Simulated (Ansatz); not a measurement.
# Cd3HgTe4: the cost of one run

Computed with Ansatz 0.2.0 (DFT PBE, scalar-relativistic, plane waves, PAW, unless a step's input says otherwise).

## 1. The structure to begin with

Symmetry: P-43m, No. 215, cubic system. Conventional cell: a = 6.191 Å, b = 6.191 Å, c = 6.191 Å, α = 90.00°, β = 90.00°, γ = 90.00°. Around Cd (site symmetry -42m) lie 4 Te at 2.68 Å. Around Hg (site symmetry -43m) lie 4 Te at 2.68 Å. Around Te (site symmetry 3m) lie 3 Cd at 2.68 Å and 1 Hg at 2.68 Å.

Structure file:

```
CELL_PARAMETERS angstrom
6.19108 0.00000 0.00000
0.00000 6.19108 0.00000
0.00000 0.00000 6.19108
ATOMIC_POSITIONS crystal
Cd 0.00000 0.50000 0.50000
Cd 0.50000 0.00000 0.50000
Cd 0.50000 0.50000 0.00000
Hg 0.00000 0.00000 0.00000
Te 0.75000 0.75000 0.25000
Te 0.75000 0.25000 0.75000
Te 0.25000 0.75000 0.75000
Te 0.25000 0.25000 0.25000
```

The start is an ordering of an alloy on its end members' structure types: elements ordered on the sites of the HgTe type, Cd/Hg on Hg (P-43m, No. 215).

## 2. The guess as it stands, on a coarse mesh

input.yaml reads:

```yaml
crystal:
  lattice:
    - [6.19108426, 0.0, 0.0]
    - [0.0, 6.19108426, 0.0]
    - [0.0, 0.0, 6.19108426]
  atoms:
    - { symbol: Cd, position: [0.0, 0.5, 0.5] }
    - { symbol: Cd, position: [0.5, 0.0, 0.5] }
    - { symbol: Cd, position: [0.5, 0.5, 0.0] }
    - { symbol: Hg, position: [0.0, 0.0, 0.0] }
    - { symbol: Te, position: [0.75, 0.75, 0.25] }
    - { symbol: Te, position: [0.75, 0.25, 0.75] }
    - { symbol: Te, position: [0.25, 0.75, 0.75] }
    - { symbol: Te, position: [0.25, 0.25, 0.25] }
basis:
  ecutwfc: 420
kpoints:
  mp_grid: { grid: [4, 4, 4] }
hamiltonian:
  xc: pbe
scf:
  occupations: { method: gaussian, width: 0.1 }
  lower_state_search: "off"
output:
  forces: true
  stress: true
  eigenvalues: true
```

Run with:

```
$ ansatz run input.yaml --threads 1 --pin off --max-ram 2560MiB --backend cpu --events-out ev --progress --plain --runs-dir out
```

What time and memory should one allow on 1 thread of Arm Neoverse V2, shared host?

About 13 s, with a peak of 0.52 GiB.
